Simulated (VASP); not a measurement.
# AlP (F-43m) in VASP: notebook, part 2 of 2

VASP 6.6.1. The steps go on from the part before.

### 3 Single point, r2SCAN

The input, POSCAR:

```
AlP
1.0
    2.7603694156      2.7603694156      0.0000000000
   -2.7603694156      2.7603694156      0.0000000000
    0.0000000000      2.7603694156      2.7603694156
Al P
1 1
Direct
    0.0000000000      0.0000000000      0.0000000000
    0.7500000000      0.2500000000      0.5000000000
```

The input, INCAR.step1:

```
  PREC = Accurate
  ENCUT = 550
  ISMEAR = 0
  SIGMA = 0.01
  LREAL = False
  LASPH = True
  NELM = 120
  NBANDS = 11
  GGA = PE
  ALGO = Normal
  EDIFF = 1E-5
  LWAVE = True
  LCHARG = False
  GGA_COMPAT = False
```

The input, INCAR.step2:

```
  PREC = Accurate
  ENCUT = 550
  EDIFF = 1E-6
  ISMEAR = 0
  SIGMA = 0.01
  LREAL = False
  LASPH = True
  NELM = 120
  ALGO = Normal
  ISIF = 2
  LWAVE = False
  LCHARG = False
  METAGGA = R2SCAN
  LMIXTAU = True
  NBANDS = 11
  ISTART = 1
  GGA_COMPAT = False
```

The input, KPOINTS:

```
regular mesh
0
Gamma
  8 8 8
```

Potentials or basis: VASP PAW PBE potentials, release 64 (Al, P).

Command:

```sh
$ cat potpaw_PBE.64/Al/POTCAR potpaw_PBE.64/P/POTCAR > POTCAR
$ cp INCAR.step1 INCAR
$ mpirun -np 1 vasp_std > vasp.out
$ cp INCAR.step2 INCAR
$ mpirun -np 1 vasp_std > vasp.out
```

OUTCAR:

```text
PREC = Accurate
   ENCUT = 550
   EDIFF = 1E-6
   ISMEAR = 0
   LREAL = False
   LASPH = True
   NELM = 120
   ISIF = 2
   METAGGA = R2SCAN
   ISTART = 1

 ion  position               nearest neighbor table
   1  0.000  0.000  0.000-   2 2.39   2 2.39   2 2.39   2 2.39
   2  0.750  0.250  0.500-   1 2.39   1 2.39   1 2.39   1 2.39

  LATTYP: Found a face centered cubic cell.
 ALAT       =     5.5207388312

  Lattice vectors:

 A1 = (   0.0000000000,   2.7603694156,   2.7603694156)
 A2 = (   2.7603694156,   0.0000000000,   2.7603694156)
 A3 = (   2.7603694156,   2.7603694156,   0.0000000000)

Analysis of symmetry for initial positions (statically):
=====================================================================
 Subroutine PRICEL returns:
 Original cell was already a primitive cell.

 Routine SETGRP: Setting up the symmetry group for a
 face centered cubic supercell.

 Subroutine GETGRP returns: Found 24 space group operations
 (whereof 24 operations were pure point group operations)
 out of a pool of 48 trial point group operations.

The static configuration has the point symmetry T_d .

Analysis of symmetry for dynamics (positions and initial velocities):
=====================================================================
 Subroutine PRICEL returns:
 Original cell was already a primitive cell.

 Routine SETGRP: Setting up the symmetry group for a
 face centered cubic supercell.

 Subroutine GETGRP returns: Found 24 space group operations
 (whereof 24 operations were pure point group operations)
 out of a pool of 48 trial point group operations.

The dynamic configuration has the point symmetry T_d .

 Subroutine INISYM returns: Found 24 space group operations
 (whereof 24 operations are pure point group operations),
 and found     1 'primitive' translations

----------------------------------------------------------------------------------------

                                     Primitive cell

  volume of cell :      42.0660

  direct lattice vectors                    reciprocal lattice vectors
     2.760369416  2.760369416  0.000000000     0.181135176  0.181135176 -0.181135176
    -2.760369416  2.760369416  0.000000000    -0.181135176  0.181135176 -0.181135176
     0.000000000  2.760369416  2.760369416     0.000000000  0.000000000  0.362270352

  length of vectors
     3.903751865  3.903751865  3.903751865     0.313735328  0.313735328  0.362270352

  position of ions in fractional coordinates (direct lattice)
     0.000000000  0.000000000  0.000000000
     0.750000000  0.250000000  0.500000000

  ion indices of the primitive-cell ions
   primitive index   ion index
                 1           1
                 2           2

----------------------------------------------------------------------------------------

 KPOINTS: regular mesh

Automatic generation of k-mesh.
 Grid dimensions read from file:
 generate k-points for:    8    8    8

 Generating k-lattice:

  Cartesian coordinates                     Fractional coordinates (reciprocal lattice)
     0.022641897  0.022641897 -0.022641897     0.125000000  0.000000000  0.000000000
    -0.022641897  0.022641897 -0.022641897     0.000000000  0.125000000  0.000000000
     0.000000000  0.000000000  0.045283794     0.000000000  0.000000000  0.125000000

  Length of vectors
     0.039216916  0.039216916  0.045283794

  Shift w.r.t. Gamma in fractional coordinates (k-lattice)
     0.000000000  0.000000000  0.000000000

 Subroutine IBZKPT returns following result:
 ===========================================

 Found     29 irreducible k-points:

 Following reciprocal coordinates:
            Coordinates               Weight
  0.000000  0.000000  0.000000      1.000000
  0.125000  0.000000  0.000000      8.000000
  0.250000  0.000000  0.000000      8.000000
  0.375000  0.000000  0.000000      8.000000
  0.500000  0.000000  0.000000      4.000000
  0.125000  0.125000  0.000000     12.000000
[... 16 lines left out ...]
  0.375000  0.250000  0.125000     48.000000
  0.500000  0.250000  0.125000     24.000000
 [... further k-points ...]
   k-points           NKPTS =     29   k-points in BZ     NKDIM =     29   number of bands    NBANDS=     11
   number of dos      NEDOS =    301   number of ions     NIONS =      2
   total plane-waves  NPLWV =  27000
   dimension x,y,z NGX =    30 NGY =   30 NGZ =   30
   dimension x,y,z NGXF=    60 NGYF=   60 NGZF=   60
   ions per type =               1   1
   NGX,Y,Z   is equivalent  to a cutoff of  12.78, 12.78, 12.78 a.u.
   NGXF,Y,Z  is equivalent  to a cutoff of  25.55, 25.55, 25.55 a.u.
 SYSTEM =  unknown system
   PREC   = accura    normal or accurate (medium, high low for compatibility)
   ISTART =      1    job   : 0-new  1-cont  2-samecut
   ICHARG =      0    charge: 1-file 2-atom 10-const
   ISPIN  =      1    spin polarized calculation?
   LNONCOLLINEAR =      F non collinear calculations
   LSORBIT =      F    spin-orbit coupling
   LASPH  =      T    aspherical Exc in radial PAW
   ENCUT  =  550.0 eV  40.42 Ry    6.36 a.u.   7.46  7.46  7.46*2*pi/ulx,y,z
   NELM   =    120;   NELMIN=  2; NELMDL=  0     # of ELM steps
   EDIFF  = 0.1E-05   stopping-criterion for ELM
   LREAL  =      F    real-space projection
[... 7 lines left out ...]
   TEBEG  =    0.0;   TEEND  =   0.0 temperature during run
   PSTRESS=    0.0 pullay stress
   NELECT =       8.0000    total number of electrons
   NUPDOWN=      -1.0000    fix difference up-down
   EMIN   =  10.00;   EMAX   =-10.00  energy-range for DOS
   EFERMI =   0.00;   METHOD = LEGACY
   ISMEAR =     0;   SIGMA  =   0.01  broadening in eV -4-tet -1-fermi 0-gaus
   EFERMI_NEDOS =   21; number of points for ismear=-14 and -15
   IALGO  =     38    algorithm
   IMIX   =      4    mixing-type and parameters
     AMIX     =   0.40;   BMIX     =  1.00
     AMIX_MAG =   1.60;   BMIX_MAG =  1.00
  volume/ion in A,a.u.               =      21.03       141.94
  Fermi-wavevector in a.u.,A,eV,Ry     =   0.941444  1.779070 12.059061  0.886316
  Thomas-Fermi vector in A             =   2.068955
   LORBIT       =      0    0 simple, 1 ext, 2 COOP (PROOUT), +10 PAW based schemes
   METAGGA = R2SCAN    functional components
   LHFCALC =     F    Hartree Fock is set to
   AEXX    =    0.0000 exact exchange contribution
   IVDW    =     0    specifies the selected vdW correction
   LEPSILON=     F    determine dielectric tensor
   LRPA    =     F    only Hartree local field effects (RPA)
 non-spin polarized calculation
 Gauss-broadening in eV      SIGMA  =   0.01
  energy-cutoff  :      550.00
  volume of cell :       42.07
 maximum number of plane-waves:      1249
 NGX is ok and might be reduce to    30
   NGX = 15   NGY = 15   NGZ = 15

 number of electron       8.0000000 magnetization

 Free energy of the ion-electron system (eV)
  ---------------------------------------------------
  ext. energy  EPLUGINS =         0.00000000
  ---------------------------------------------------
  free energy    TOTEN  =       -17.20168979 eV

  energy without entropy =      -17.20168979  energy(sigma->0) =      -17.20168979

 E-fermi :   4.2061     XC(G=0):  -9.5001

 val. band max:        4.1079315360   @ k =   0.0000   0.0000   0.0000
 cond. band min:       6.0771022726   @ k =   0.5000   0.5000   0.0000
 fundamental gap:      1.9691707366
 Fermi energy:         4.2060558415

 k-point     1 :       0.0000    0.0000    0.0000
  band No.  band energies     occupation
      1      -7.6895      2.00000
      2       4.1079      2.00000
      3       4.1079      2.00000
      4       4.1079      2.00000
      5       7.8068      0.00000
      6       9.0335      0.00000
      7       9.0335      0.00000
      8       9.0335      0.00000
      9      13.3802      0.00000
     10      13.3802      0.00000
     11      15.0518      0.00000

 k-point     2 :       0.1250    0.0000    0.0000
  band No.  band energies     occupation
      1      -7.5163      2.00000
      2       2.9062      2.00000
      3       3.9604      2.00000
      4       3.9604      2.00000
      5       8.2022      0.00000
      6       9.3216      0.00000
      7       9.3216      0.00000
      8       9.5796      0.00000
      9      12.9101      0.00000
     10      12.9101      0.00000
     11      15.6917      0.00000
[... 295 lines left out ...]
 k-point    24 :       0.5000    0.2500    0.1250
  band No.  band energies     occupation
      1      -5.7160      2.00000
      2      -1.0604      2.00000
      3       1.5349      2.00000
      4       2.6330      2.00000
      5       8.4356      0.00000
      6       9.0471      0.00000
      7      11.4287      0.00000
      8      12.2677      0.00000
      9      13.6348      0.00000
     10      16.1821      0.00000
     11      17.4313      0.00000

 [... further k-points ...]
[... 5 lines left out ...]
  --------------------------------------------------------------------------------------
  -------------------------------------------------------------------------------------
  Total       -0.5961579     -0.5961579     -0.5961579     -0.0000000      0.0000000      0.0000000
  in kB      -22.7059807    -22.7059807    -22.7059807     -0.0000000      0.0000000      0.0000000
  external PRESSURE =     -22.7059807 kB  Pullay stress =       0.0000000 kB

 VOLUME and BASIS-vectors are now :
 -----------------------------------------------------------------------------
  energy-cutoff  :      550.00
  volume of cell :       42.07
      direct lattice vectors                 reciprocal lattice vectors
     2.760369416  2.760369416  0.000000000     0.181135176  0.181135176 -0.181135176
    -2.760369416  2.760369416  0.000000000    -0.181135176  0.181135176 -0.181135176
     0.000000000  2.760369416  2.760369416     0.000000000  0.000000000  0.362270352

 POSITION                                       TOTAL-FORCE (eV/Angst)
 -----------------------------------------------------------------------------------
      0.00000      0.00000      0.00000        -0.000000     -0.000000      0.000000
      1.38018      4.14055      1.38018         0.000000      0.000000     -0.000000
 -----------------------------------------------------------------------------------
    total drift:                               -0.000000      0.000000      0.000000

  FREE ENERGIE OF THE ION-ELECTRON SYSTEM (eV)
  ---------------------------------------------------
  free  energy   TOTEN  =       -17.2016897873 eV

  energy  without entropy=      -17.2016897873  energy(sigma->0) =      -17.20168979
```

Run time: 51 s. Hardware: 1 thread of Intel Xeon Platinum 8259CL at 2.50GHz (Skylake/Cascade Lake), shared host; peak memory 0.17 GiB.

What came out:

* Free energy: -17.2017 eV
* Pressure: -2.3 GPa
* Band gap on the k mesh: 1.97 eV, indirect (least direct gap 3.70 eV)

Caveat: the PAW data sets were made with another functional, which shifts forces and pressure a little.

### 4 Against experiment

Step 3. Against the measured gap of AlP, 2.505 eV (indirect; 4.2 K; a printed reference work, data compilation), the calculated 1.97 eV is off by -0.54 eV. The value is that of r2SCAN on a finite k mesh, which can miss the band edges, without temperature or zero-point motion.
